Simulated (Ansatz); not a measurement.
This Ansatz 0.2.0 run on CdTe needs a look.

File input.yaml:

```yaml
crystal:
  lattice: { a: 4.5325544674, b: 4.5325544674, c: 4.5325544674, alpha: 60.0, beta: 60.0, gamma: 60.0 }
  atoms:
    - { symbol: Te, position: [0.75, 0.75, 0.75], spin: 0.3 }
    - { symbol: Cd, position: [0.0, 0.0, 0.0] }
kpoints:
  mp_grid: { grid: [7, 7, 7] }
scf:
  occupations: { method: fermi_dirac, width: 0.3 }
  n_extra_bands: 0
  max_iter: 60
hamiltonian:
  xc: lda
  pseudopotentials:
    kind: all_electron
    lapw: { basis_error: 0.002 }
    nuclear_model: point
magnetization:
  spin_polarized: true
  spin_locking: { lock_spins: true }
output:
  forces: true
  stress: true
  eigenvalues: true
  xc_energy_on_converged_density: [pbesol, rpbe, lda]
```

Potentials or basis: all-electron LAPW, point nuclei.

Command:

```bash
$ ansatz run input.yaml --threads 1 --pin off --max-ram 2560MiB --backend cpu --events-out ev --progress --plain --runs-dir out
```

Output:

```text
Error: inconsistent input (scf.n_extra_bands): n_bands = 22 cannot host the net starting moment |Σ_I m_I| = 0.3000 μB: with N_el = 44 the majority spin channel must hold (N_el + |M|)/2 = 22.1500 electrons at no more than one per band — at least 23 bands (22 bands cap the reachable moment at 2·n_bands − N_el = 0.0000 μB); raise scf.n_extra_bands until at least 23 bands are solved (omitted, it auto-derives to 29)
```

**Question.** Diagnose the run.

**Answer.** The program refused the input. The input holds a flaw that was put in on purpose: too few bands (scf.n_extra_bands = 0; scf.occupations = method fermi_dirac, width 0.3).
